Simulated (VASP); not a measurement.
Set up this calculation in VASP 6.6.1, as the native input.

```
Task                   : single point
Functional             : PBE
Dispersion             : D3(BJ)
Potentials or basis    : VASP PAW PBE potentials, release 64 (C, H, F)
Cutoff                 : 520 eV
k mesh                 : 1 × 1 × 1
Occupations            : fermi-dirac, width 0.02 eV
Spin                   : no spin polarisation
Dipole correction      : no
Further INCAR settings : LREAL = Auto; ALGO = Normal; EDIFF = 1e-06; NBANDS = 94
```

The structure of H6C3F4 lies in POSCAR:

```
H6C3F4
1.0
    8.9365910000      0.0000000000      0.0000000000
    0.0000000000      8.9365910000      0.0000000000
    0.0000000000      0.0000000000      8.9365910000
C H F
9 18 12
Direct
    0.2463243534     -0.0813956910      0.4103690098
    0.3510063289     -0.0435512826      0.2849632483
    0.8402756711      0.2147798864      0.9955474073
    0.9670130366      0.2326166656      0.8856732953
    0.5365021181      0.8158368219      0.9139055374
    0.5870471190      0.6552051000      0.9068111095
    0.0758454762      0.8350947246      0.8645690510
    0.8462958638      0.2789318656      0.4160870739
    0.7645980442      0.7445232752      0.4034648111
    0.2111767228      0.0267439788      0.4730215358
    0.1450441225     -0.1499900801      0.3613682220
    0.2952803815     -0.1591658385      0.4901981080
    0.4641590960      0.0074413163      0.3403534972
    0.3742142837     -0.1245888953      0.2047872617
    0.3038406927      0.0544055334      0.2287337532
    0.7587680806      0.3215096226      1.0268568854
    0.7547732687      0.1567711894      0.9278258343
    0.8887057716      0.1736232530      1.0986515999
    0.9432343944      0.1854174595      0.7690180741
    0.9954355078      0.3557956272      0.8663930127
    1.0677673399      0.1810869492      0.9402466780
    0.4705709369      0.8762177882      0.8153332742
    0.4651550015      0.8428941192      1.0026418351
    0.6386999248      0.8770682243      0.9296050362
    0.6991816007      0.6596922697      0.8774934424
    0.6010457455      0.6236718230      1.0260064492
    0.5193814957      0.5775468520      0.8500221169
    0.1351298275      0.6992599303      0.8740133682
    0.0019358612      0.8413499062      0.7351572876
   -0.0222008594      0.8760499390      0.9730332293
    0.1913593226      0.9329172612      0.8691345503
    0.7829719409      0.1421571156      0.4804740421
    0.9884529794      0.2556343912      0.3803911357
    0.7586226112      0.3336171477      0.2979547794
    0.8342330985      0.3812303819      0.5322611273
    0.6890099368      0.6253055556      0.4576689254
    0.7945535384      0.7249968137      0.2621917015
    0.6916955246      0.8674224881      0.4028605539
    0.8941440869      0.7584883318      0.4921115893
```

The cell was built by a generator and needn't be a form met in nature.

These files were run (other wordings do the same):

INCAR

```
SYSTEM = H6C3F4
  ALGO = Normal
  EDIFF = 1E-6
  ENCUT = 520
  GGA = PE
  ISIF = 2
  ISMEAR = -1
  IVDW = 12
  LASPH = .True.
  LCHARG = .False.
  LREAL = Auto
  LWAVE = .False.
  NBANDS = 94
  NELM = 80
  PREC = Accurate
  SIGMA = 0.02
```

KPOINTS

```
k-points
0
Gamma
  1 1 1
  0 0 0
```

Potentials or basis: VASP PAW PBE potentials, release 64 (C, H, F).

Command:

```bash
$ cat potpaw_PBE.64/C/POTCAR potpaw_PBE.64/H/POTCAR potpaw_PBE.64/F/POTCAR > POTCAR
$ mpirun -np 1 vasp_gam > vasp.out
```

It gave:

```yaml
Pressure: -0.5 GPa
Largest_force: 4.720 eV/Å
Band_gap_on_the_k_mesh: 5.50 eV, direct
Dispersion_energy_per_atom: -0.024 eV
```

It took 4 min on 1 thread of Intel(R) Xeon(R) Platinum 8375C CPU @ 2.90GHz (Ice Lake) (shared host), peak memory 0.63 GiB.
